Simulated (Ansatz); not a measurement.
The system is Rh.

```
Rh
1.0
     0.00000    1.89785    1.89785
     1.89785    0.00000    1.89785
     1.89785    1.89785    0.00000
Rh
1
Cartesian
  0.0000 0.0000 0.0000
```

Base run:

| Item | Value |
| --- | --- |
| Program | Ansatz 0.2.0 |
| Functional | revPBE |
| Potentials or basis | all-electron LAPW, scalar-relativistic |
| Cutoff | 278 eV |
| Density cutoff | 1113 eV |
| Basis error allowed | 0.001 eV/atom |
| k mesh | 12 × 12 × 12 |
| Occupations | fermi-dirac, width 0.05 eV |
| Spin | no spin polarisation |

Its results: pressure 10.6 GPa.

Task: The run is repeated on the same cell with these changes: functional from revPBE to LDA. What comes out?

Result: Pressure -9.9 GPa.

LDA binds more tightly than revPBE, so the same cell stands under less pressure.

Not every run made on this cell is shown here.
